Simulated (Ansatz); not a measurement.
# Ru: the cost of one run

Program: Ansatz 0.2.0. Level of theory: DFT PBEsol, scalar-relativistic, plane waves, PAW. These are calculated values, not measurements.

## (1) The structure to begin with

It takes space group I4_1/amd (No. 141, tetragonal). The conventional cell has a = 4.672 Å, b = 4.672 Å, c = 2.549 Å, α = 90.00°, β = 90.00°, γ = 90.00°. Around Ru (site symmetry -4m2) lie 6 Ru at 2.42 to 2.55 Å.

As a file:

```
Ru
1.0
    -2.33616    2.33616    1.27442
     2.33616   -2.33616    1.27442
     2.33616    2.33616   -1.27442
Ru
2
Direct
  0.00000 0.00000 0.00000
  0.75000 0.25000 0.50000
```

This is candidate A: beta-tin type (I4_1/amd, No. 141).

(A quick probe on a coarse mesh, which set the mesh and smearing, is not shown.)

## (3) Rough relaxation on the coarse mesh (candidate A)

The input, input.yaml:

```yaml
crystal:
  lattice:
    - [-2.3361639092, 2.3361639092, 1.2744205368]
    - [2.3361639092, -2.3361639092, 1.2744205368]
    - [2.3361639092, 2.3361639092, -1.2744205368]
  atoms:
    - { symbol: Ru, position: [0.0, 0.0, 0.0] }
    - { symbol: Ru, position: [0.75, 0.25, 0.5] }
basis:
  ecutwfc: 420
kpoints:
  mp_grid: { grid: [8, 8, 8] }
hamiltonian:
  xc: pbesol
scf:
  occupations: { method: gaussian, width: 0.1 }
  lower_state_search: "off"
output:
  forces: true
  stress: true
  eigenvalues: true
relax:
  adjacent_minimum: "off"
  f_tol: 0.04
  max_steps: 70
  cell: { stress_tol: 0.4 }
```

Q: Estimate wall time and peak memory on 1 thread of an Arm CPU, shared host.

About 14 s, with a peak of 0.31 GiB.
